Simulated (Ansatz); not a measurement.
# CaSe: the cost of one run

Computed with Ansatz 0.2.0 (DFT PBE, spin-orbit coupling, plane waves, PAW).

The COD entry's cell or inner coordinates are ideal or old and differ from later refinements, so a difference from it is no clean test against experiment.

## Step 1: The structure to begin with

It takes space group Fm-3m (No. 225, cubic). Conventional cell: a = 5.959 Å, b = 5.959 Å, c = 5.959 Å, α = 90.00°, β = 90.00°, γ = 90.00°. Ca (site symmetry m-3m) has 6 Se at 2.98 Å as nearest neighbours. Se (site symmetry m-3m) has 6 Ca at 2.98 Å as nearest neighbours.

Structure file:

```cif
data_structure
_symmetry_space_group_name_H-M 'Fm-3m'
_symmetry_Int_Tables_number 225
_cell_length_a 5.9587
_cell_length_b 5.9587
_cell_length_c 5.9587
_cell_angle_alpha 90.000
_cell_angle_beta 90.000
_cell_angle_gamma 90.000
_cell_volume 211.57
loop_
_atom_site_label
_atom_site_type_symbol
_atom_site_symmetry_multiplicity
_atom_site_Wyckoff_symbol
_atom_site_fract_x
_atom_site_fract_y
_atom_site_fract_z
_atom_site_occupancy
Ca1 Ca 4 a 0.00000 0.00000 0.00000 1
Se1 Se 4 b 0.50000 0.00000 0.00000 1
```

This cell was relaxed beforehand with the same method: volume 26.45 Å³/atom, gap on the mesh 2.08 eV.

## Step 2: The same geometry with PBE with spin-orbit coupling

Contents of input.yaml:

```yaml
crystal:
  lattice:
    - [0.0, 2.979365864, 2.979365864]
    - [2.979365864, 0.0, 2.979365864]
    - [2.979365864, 2.979365864, 0.0]
  atoms:
    - { symbol: Ca, position: [0.0, 0.0, 0.0] }
    - { symbol: Se, position: [0.5, 0.5, 0.5] }
basis:
  ecutwfc: 420
kpoints:
  mp_grid: { grid: [8, 8, 8] }
  band_path:
    path:
      - [[0.0, 0.0, 0.0], [0.5, 0.0, 0.5], [0.625, 0.25, 0.625]]
      - [[0.375, 0.375, 0.75], [0.0, 0.0, 0.0], [0.5, 0.5, 0.5], [0.5, 0.25, 0.75], [0.5, 0.0, 0.5]]
    npoints: 10
hamiltonian:
  xc: pbe
scf:
  occupations: { method: gaussian, width: 0.02 }
output:
  forces: true
  stress: true
  eigenvalues: true
  populations: true
  dos: { projected: true, de: 0.02 }
  bader: false
  write_density: true
  write_potential: true
  elf: true
  volumetric_format: npy
magnetization:
  noncollinear: true
  spin_orbit: true
```

Launch:

```bash
> ansatz run input.yaml --threads 1 --pin off --max-ram 2560MiB --backend cpu --events-out ev --progress --plain --runs-dir out
```

Q: Estimate wall time and peak memory on 1 thread of an Arm CPU, shared host.

About 21 s, with a peak of 0.43 GiB.
